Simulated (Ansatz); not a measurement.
Runs of Ansatz 0.2.0 on SiO2. Symmetry: I4_122, No. 98, tetragonal system. Conventional cell: a = 5.676 Å, b = 5.676 Å, c = 11.320 Å, α = 90.00°, β = 90.00°, γ = 90.00°. Si (site symmetry 2) is surrounded by 4 O at 1.63 to 1.64 Å. Around O (site symmetry 2) lie 2 Si at 1.63 Å. O (site symmetry 2) has 2 Si at 1.64 Å as nearest neighbours. The cell comes from a database or a generator and needn't be the stable form of this composition.

```csv
task,level,cell,cutoff (eV),points for each segment of the path,gap on the mesh (eV),pressure (GPa),relaxed volume (Å³/atom),largest force (eV/Å)
band structure,r2SCAN,as given,500,10,5.46,-4.4,-,0.45
relaxation of cell and atoms,PBEsol+D3(BJ),relaxed,420,-,4.88,0.0,14.65,-
band structure,LDA,as given,420,10,4.66,-5.9,-,0.54
relaxation of cell and atoms,r2SCAN,relaxed,500,-,5.58,0.0,14.75,-
relaxation of cell and atoms,BLYP,relaxed,420,-,4.84,0.0,15.44,0.01
relaxation of cell and atoms,LDA,relaxed,420,-,4.81,0.0,14.53,0.01
relaxation of cell and atoms,r2SCAN+rVV10,relaxed,500,-,(b),0.0,14.59,0.01
band structure,PBEsol,as given,420,10,(a),-2.3,-,0.19
```

Alike in all rows: potentials or basis Ansatz PAW; no spin polarisation; k mesh 7 × 7 × 7; smearing fermi-dirac 0.05 eV.

Fill in the values left out.

(a) 4.82; (b) 5.44.

Caveats: the PAW data sets come from PBE, with cores solved anew for the run's functional, which leaves a small shift of forces and pressure; odd divisions of the mesh miss points on the zone boundary, where band edges often lie, so the gap on the mesh can be too wide (some runs); the plane-wave basis is chosen anew once the cell has moved, so the energies of steps on either side of that aren't comparable (some runs); the potentials were made for another functional, which shifts forces and pressure (some runs).

A k mesh can miss the band edges.

Not every run made on this cell is shown here.
